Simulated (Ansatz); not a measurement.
# AlNi₃: a bulk modulus from differences

It was relaxed at this level from a Materials Project cell.

Method: Ansatz 0.2.0, DFT PBE, scalar-relativistic, plane waves, PAW. The final run on the 4-atom cell used 420 eV, a Γ-centred 14×14×14 mesh, 0.10 eV smearing and collinear spin.

```
CELL_PARAMETERS angstrom
3.56676 0.00000 0.00000
0.00000 3.56676 0.00000
0.00000 0.00000 3.56676
ATOMIC_POSITIONS crystal
Al 0.00000 0.00000 0.00000
Ni 0.00000 0.50000 0.50000
Ni 0.50000 0.00000 0.50000
Ni 0.50000 0.50000 0.00000
```

The cell was set to several volumes, with shape and atoms relaxed at each where symmetry leaves them free. Pressure is positive in compression, and energies count from the lowest row. No row has a gap on its mesh.

```
row  V (Å³/atom)  P (GPa)  ΔE (meV/atom)  largest moment (μB)
  1        9.983    31.16          117.6                 0.24
  2       10.323        ?              ?                    ?
  3       10.663    12.97           26.0                 0.26
  4       11.004     5.94            6.1                 0.27
  5       11.344     0.00            0.0                 0.28
  6       11.684    -5.03            5.5                 0.28
  7       12.024    -9.27           20.9                 0.28
  8       12.478   -13.91           54.1                 0.29
```

Question: Find B = −V·ΔP/ΔV from rows 4 and 6 and from rows 1 and 3, and from the two its slope B′ and its value B0 at zero pressure.

Answer: Rows 4 and 6 give −(11.004 + 11.684)/2 × (-5.03 − (5.94))/(11.684 − 11.004) = 183.0 GPa at a mean pressure of 0.46 GPa. Rows 1 and 3 give −(9.983 + 10.663)/2 × (12.97 − (31.16))/(10.663 − 9.983) = 276.1 GPa at a mean pressure of 22.07 GPa. So B′ = (276.1 − 183.0)/(22.07 − (0.46)) = 4.31 and B0 = 183.0 − 4.31 × (0.46) = 181.0 GPa. A third-order Birch–Murnaghan fit to all the energies gives B0 = 182.1 GPa and B′ = 4.6.

Question: Estimate the pressure and energy of row 2.

Answer: From row 5, V0 = 11.344 × (1 + (0.00)/181.0) = 11.344 Å³/atom. Murnaghan's form P = (B0/B′)·[(V0/V)^B′ − 1] gives (181.0/4.31) × [(11.344/10.323)^4.31 − 1] = 21.06 GPa; the computed pressure is 21.30 GPa, so the estimate is off by -0.24 GPa. The work of compression from row 3, with the mean of the two pressures, gives ΔE = 26.0 + (21.06 + 12.97)/2 × (10.663 − 10.323)/160.2 × 1000 = 62.1 meV/atom (1 eV/Å³ = 160.2 GPa); the computed value is 62.1 meV/atom. Its largest moment is 0.25 μB.

The magnetic state reached may not be the lowest. All volumes keep the k mesh of the relaxed cell. A structure relaxed within its symmetry needn't be a true minimum.
